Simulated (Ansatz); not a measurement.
The elements of this relaxed crystal are hidden behind letters.

```
lattice vectors (Å)
   0.0000    2.6149    2.6149
   2.6149    0.0000    2.6149
   2.6149    2.6149    0.0000
fractional positions
X 0.0000 0.0000 0.0000
Z 0.5000 0.5000 0.5000
```

Method: DFT PBE, scalar-relativistic, plane waves, PAW in Ansatz. Plane waves to 420 eV, an 8×8×8 mesh through Γ for the 2-atom cell and 0.02 eV Gaussian smearing; no spin polarisation.

| Item | Value |
| --- | --- |
| Space group | Fm-3m (No. 225) |
| Conventional cell | a = 5.230 Å |
| Volume per atom | 17.88 Å³ |
| Density | 2.62 g/cm³ |
| Energy over the elements | −1.444 eV/atom |
| Gap on the 8×8×8 mesh of the 2-atom cell | 2.76 eV |

Energies are uncorrected and count from the elements' standard states at the same level.

Question: X is an s-block element of period 3 and Z is a p-block element of period 3. Which elements are they?

Answer: X = Mg, Z = S, so the formula is MgS, here in the rock salt type. Density times volume gives a mean mass of 2.62 × 17.88/1.6605 = 28.2 u per atom, and this set has 28.2 u. Among the elements that the hints allow, noble gases aside, only these give it. Mg is surrounded by 6 S at 2.61 Å; S has 6 Mg at 2.61 Å.

Kohn–Sham gaps at this level usually fall short of measured ones. A later test with randomly moved atoms came back to the same energy, though modes that don't fit the test's cell weren't probed.
